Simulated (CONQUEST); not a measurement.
Wanted: the native input for a CONQUEST 1.3 run.

```yaml
Task: single point
Functional: PBE
Potentials_or_basis: PseudoDojo NC PBE, SZP, grid cutoff 120 Ha
k_mesh: 4 × 4 × 3
Occupations: fermi-dirac, width 0.05 eV
Spin: no spin polarisation
Solver: diagonalisation
SCF_tolerance: 1e-06
```

InP:

```
In P
1.0
     4.14435    0.00000    0.00000
     0.00000    4.14435    0.00000
     0.00000    0.00000    5.86100
In P
2 2
Direct
  0.00000 0.00000 0.00000
  0.50000 0.50000 0.50000
  0.00000 0.50000 0.25000
  0.50000 0.00000 0.75000
```

One way to write it, as run:

Conquest_input

```
IO.Title InP
IO.Coordinates coords.dat
IO.FractionalAtomicCoords T
IO.Iprint 2
IO.Iprint_init 1
General.NumberOfSpecies 2
General.PseudopotentialType hamann
AtomMove.TypeOfRun static
AtomMove.FullStress T
Grid.GridCutoff 120
DM.SolutionMethod diagon
Diag.MPMesh T
Diag.GammaCentred T
Diag.MPMeshX 4
Diag.MPMeshY 4
Diag.MPMeshZ 3
Diag.kT 0.00183747
minE.SCTolerance 1e-6
SC.MaxIters 100
IO.AtomChargeOutput T
%block ChemicalSpeciesLabel
1 114.820 In
2 30.970 P
%endblock
```

coords.dat

```
    7.8316918409     0.0000000000     0.0000000000
    0.0000000000     7.8316918409     0.0000000000
    0.0000000000     0.0000000000    11.0756848164
4
  0.0000000000   0.0000000000   0.0000000000 1 T T T
  0.5000000000   0.5000000000   0.5000000000 1 T T T
  0.0000000000   0.5000000000   0.2500000000 2 T T T
  0.5000000000   0.0000000000   0.7500000000 2 T T T
```

Potentials or basis: PseudoDojo NC PBE, SZP, grid cutoff 120 Ha.

The run is started by

```console
$ Conquest
```

It gave:

- Pressure: 6.4 GPa
- Band gap on the k mesh: 1.07 eV
- Mulliken charges: In +0.59; P -0.59 e

Caveat: the atomic basis is small; Mulliken charges move with the basis; spin-orbit coupling is left out, which moves the levels of the heavy elements; an odd mesh through Γ misses points on the zone boundary, where band edges often lie; the basis of atomic orbitals isn't converged, which shifts pressures, moduli and gaps; the real-space grid breaks the cell's symmetry a little.

It took 25 s on 1 thread of Intel(R) Xeon(R) Platinum 8559C (Emerald Rapids), on a shared host, peak memory 0.57 GiB.
